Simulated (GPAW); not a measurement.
Runs of GPAW 26.7.0 on C. The structure is monoclinic, space group C2/m (No. 12). Conventional cell: a = 4.255 Å, b = 2.457 Å, c = 3.765 Å, α = 90.00°, β = 111.49°, γ = 90.00°. C (site symmetry m) is surrounded by 3 C at 1.42 Å. This is a stacking variant of graphite.

```csv
task,level,potentials or basis,cell,band path,band points,gap on the mesh (eV),pressure (GPa)
band structure,PBEsol,"PAW data sets generated in the run's folder for this functional, pw",as given,"GYFLI,I1ZF1,YX1,XGN,MG",100,-,0.7
single point,PBE,"GPAW PAW data sets (gpaw-data 1.2.1), pw",as given,-,-,0.93,3.7
band structure,PBE,"GPAW PAW data sets (gpaw-data 1.2.1), pw",as given,"GYFLI,I1ZF1,YX1,XGN,MG",100,-,3.7
single point,PBE,"GPAW PAW data sets (gpaw-data 1.2.1), pw",strain = -0.02,-,-,(b),(a)
band structure,LDA,"the program's PAW data sets (release 1.2.1) made for this functional, pw",as given,"GYFLI,I1ZF1,YX1,XGN,MG",100,-,-4.3
```

Alike in all rows: no spin polarisation; k mesh 13 × 13 × 8; cutoff (eV) 800; smearing fermi-dirac 0.05 eV.

Estimate the missing entries.

(a) 21.7; (b) 1.03.

Caveats: this functional lacks dispersion, which binds the layers, so the pressure and a relaxed spacing across them are unreliable (some runs); the density grid can change from cell to cell, which puts small steps into energies and stress (some runs); an odd mesh through Γ misses points on the zone boundary, where band edges often lie (some runs).
